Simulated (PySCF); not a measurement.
Species: phenylacetylene, C8H6.
InChI=1S/C8H6/c1-2-8-6-4-3-5-7-8/h1,3-7H

Method: PySCF, TDDFT wB97X-D/def2-SVPD, vertical, gas phase, core orbitals frozen in the response. Isolated species at its PBE0-D3(BJ)/def2-SVP geometry, gas phase.

Each state is given a Gaussian of 0.5 eV full width at half maximum, with ε(max) = 2.175×10⁸ f / Δν̃ (Δν̃ the width in cm⁻¹). The width is an assumption, not a result. The curve ends short of the highest state used, and states not computed would add to its high-energy end.

```csv
λ (nm),ε (L mol⁻¹ cm⁻¹)
176.0,23586
178.4,18787
180.8,18558
183.3,22263
185.7,26500
188.1,28365
190.5,26532
192.9,21667
195.3,15551
197.7,9893
200.1,5628
202.5,2899
204.9,1402
207.4,735
209.8,679
212.2,1104
214.6,2047
217.0,3585
219.4,5730
221.8,8349
224.2,11139
226.6,13680
229.1,15596
231.5,16416
233.9,16132
236.3,14862
238.7,12887
241.1,10555
243.5,8195
245.9,6050
248.3,4261
250.8,2821
253.2,1821
255.6,1130
258.0,676
260.4,391
262.8,219
265.2,119
267.6,63
270.0,32
272.4,16
274.9,8
277.3,4
279.7,2
```

Question: Locate the maxima and give the states behind the curve.

Answer: 232 nm (5.34 eV), ε about 16000, made up of S2 (100%); 188 nm (6.59 eV), ε about 28000, made up of S5 (60%) and S6 (39%) (ε in L mol⁻¹ cm⁻¹; maxima over ε = 5, shares over 10%). At its high-energy end, 7.04 eV, the curve is still rising (ε about 23000, from S8). The states used: S1 5.18 eV (f 0.0006); S2 5.34 eV (f 0.304); S3 5.66 eV (f 0.0000); S4 6.33 eV (f 0.0000); S5 6.55 eV (f 0.323); S6 6.63 eV (f 0.207); S7 7.06 eV (f 0.014); S8 7.26 eV (f 0.621); S9 7.30 eV (f 0.0030); S10 7.64 eV (f 0.0000).

Question: Does any computed singlet lie in the visible range?

Answer: No computed singlet lies in the visible range (380 to 750 nm); the lowest, at 239 nm, stands 1.92 eV above its violet end (3.26 eV).

Question: What would ε be at 6.59 eV, the highest of these maxima, with half the width (0.25 eV)?

Answer: About 53200 L mol⁻¹ cm⁻¹ against 28400, a factor of about 1.9; a lone state at its own centre would give exactly 2.

Question: Coming from long wavelengths, where does ε first pass 100 L mol⁻¹ cm⁻¹?

Answer: At about 266 nm (4.66 eV), 0.52 eV below S1.

All these states lie below the vertical ionisation energy of 8.74 eV (ΔSCF).

The run took 98 s wall on one thread of an Arm Neoverse V1 (shared host).
